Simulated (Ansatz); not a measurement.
Runs of Ansatz 0.2.0 on Au. The structure is cubic, space group Im-3m (No. 229). The conventional cell has a = 3.315 Å, b = 3.315 Å, c = 3.315 Å, α = 90.00°, β = 90.00°, γ = 90.00°. Au (site symmetry m-3m) has 8 Au at 2.87 Å as nearest neighbours. This isn't the form of Au at room conditions, which is fcc.

```csv
task,level,spin,cell,k mesh,points for each segment of the path,gap on the mesh (eV),pressure (GPa),relaxed volume (Å³/atom)
band structure,LDA,off,as given,11 × 11 × 11,14,none,(b),-
band structure,PBEsol,off,as given,11 × 11 × 11,14,none,-8.9,-
band structure,LDA,"SOC, no magnetisation",as given,8 × 8 × 8,14,none,-15.0,-
relaxation of cell and atoms,PBEsol,off,relaxed,11 × 11 × 11,-,none,0.0,(a)
relaxation of cell and atoms,LDA,off,relaxed,11 × 11 × 11,-,none,0.0,16.64
```

Alike in all rows: potentials or basis Ansatz PAW; cutoff (eV) 420; smearing fermi-dirac 0.05 eV.

Q: Estimate the missing entries.

A: (a) 17.08; (b) -13.1.

Caveats: the PAW data sets come from PBE, with cores solved anew for the run's functional, which leaves a small shift of forces and pressure; spin-orbit coupling is left out, which moves the levels of the heavy elements (some runs); the plane-wave basis is chosen anew once the cell has moved, so the energies of steps on either side of that aren't comparable (some runs).

A k mesh can miss the band edges, and rows without SOC leave out spin-orbit coupling on Au.

A gap of «none» marks a metal or a gap under the smearing width.

Runs at the PBE level aren't shown here.
